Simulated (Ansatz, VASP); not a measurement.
**MgTe in VASP and in Ansatz**

The input INCAR:

```
SYSTEM = MgTe
ALGO = Fast ; EDIFF = 1E-6
ENCUT = 520 ; ISIF = 2
ISMEAR = 0 ; LASPH = .True.
LCHARG = .False. ; LREAL = .False.
LWAVE = .False. ; NBANDS = 16
NELM = 100 ; PREC = Accurate
SIGMA = 0.05
```

Contents of KPOINTS:

```
k-points
0
Gamma
  9 9 4
  0 0 0
```

File POSCAR:

```
MgTe
1.0
    4.4038019602      0.0000000000      0.0000000000
   -2.2019009801      3.8138043707      0.0000000000
    0.0000000000      0.0000000000      7.2840750000
Mg Te
2 2
Direct
    0.3333333333      0.6666666667      0.0000000000
    0.6666666667      0.3333333333      0.5000000000
    0.3333333333      0.6666666667      0.3700000000
    0.6666666667      0.3333333333      0.8700000000
```

Input for Ansatz:

```yaml
crystal:
  lattice:
    - [4.4038019602, 0.0, 0.0]
    - [-2.2019009801, 3.8138043707, 0.0]
    - [0.0, 0.0, 7.284075]
  atoms:
    - { symbol: Mg, position: [0.3333333333, 0.6666666667, 0.0] }
    - { symbol: Mg, position: [0.6666666667, 0.3333333333, 0.5] }
    - { symbol: Te, position: [0.3333333333, 0.6666666667, 0.37] }
    - { symbol: Te, position: [0.6666666667, 0.3333333333, 0.87] }
basis:
  ecutwfc: 420
kpoints:
  mp_grid: { grid: [9, 9, 4] }
hamiltonian:
  xc: lda
scf:
  occupations: { method: gaussian, width: 0.05 }
output:
  forces: true
  stress: true
  eigenvalues: true
```

Change from the starting cell: strain -0.030 along x and y, -0.015 along z, atoms carried along.

Alike in both runs: task single point; functional LDA; k mesh 9 × 9 × 4; occupations gaussian, width 0.05 eV; no spin polarisation.

|  | VASP | Ansatz |
| --- | --- | --- |
| version | VASP 6.6.1 | Ansatz 0.2.0 |
| potentials or method | VASP PAW LDA potentials, release 64 (Mg, Te) | scalar-relativistic, plane waves, PAW |
| plane-wave cutoff (eV) | 520 | 420 |
| valence electrons in the cell | 16 | 52 |

Ansatz gave:

```
gap on the k mesh at the Fermi level (eV)       : 2.62
least direct gap on the mesh (eV)               : 2.62
pressure (GPa)                                  : 2.4
largest component of the traceless stress (GPa) : 0.12
rms of the force components (eV/Å)              : 0.063
```

Which values does VASP return?

gap on the k mesh at the Fermi level (eV): 2.65; least direct gap on the mesh (eV): 2.65; pressure (GPa): 2.3; largest component of the traceless stress (GPa): 0.12; rms of the force components (eV/Å): 0.063.

Atom by atom the forces differ by 0.000 eV/Å (rms over components). The two sets of potentials don't hold the same shells in valence.

Caveats: spin-orbit coupling is left out, which moves the levels of the heavy elements; an odd mesh through Γ misses points on the zone boundary, where band edges often lie.
